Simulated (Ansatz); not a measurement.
# Moving the choice of potentials or basis in Sc

The structure is hexagonal, space group P6_3/mmc (No. 194). Conventional cell: a = 3.309 Å, b = 3.309 Å, c = 5.273 Å, α = 90.00°, β = 90.00°, γ = 120.00°. Sc (site symmetry -6m2) has 12 Sc at 3.26 to 3.31 Å as nearest neighbours.

Kept alike: task equation of state; functional PBEsol; k mesh 9 × 9 × 5; occupations fermi-dirac, width 0.05 eV; no spin polarisation. Program: Ansatz. Cutoffs run from 420 to 1350 eV. The mesh is that of the run's cell of 2 atoms. No spin-orbit coupling.

```csv
choice of potentials or basis,volume (Å³/atom),bulk modulus (GPa)
Ansatz PAW (files of its older set among them) (made for PBE),23.697,57.3
Ansatz PAW (made for PBE),23.694,57.3
JTH PAW (made for PBE),23.699,57.4
PseudoDojo standard (made for PBE),23.706,57.2
PseudoDojo stringent (made for PBE),23.706,57.2
```

For a metal such a mesh leaves the last digits unconverged. Volume and modulus come from cells scaled at fixed shape and fractions; off cubic symmetry such a modulus can lie above the relaxed one.

The volume runs from 23.694 (Ansatz PAW (made for PBE)) to 23.706 Å³/atom (PseudoDojo standard (made for PBE); PseudoDojo stringent (made for PBE)). The bulk modulus runs from 57.2 (PseudoDojo standard (made for PBE); PseudoDojo stringent (made for PBE)) to 57.4 GPa (JTH PAW (made for PBE)).
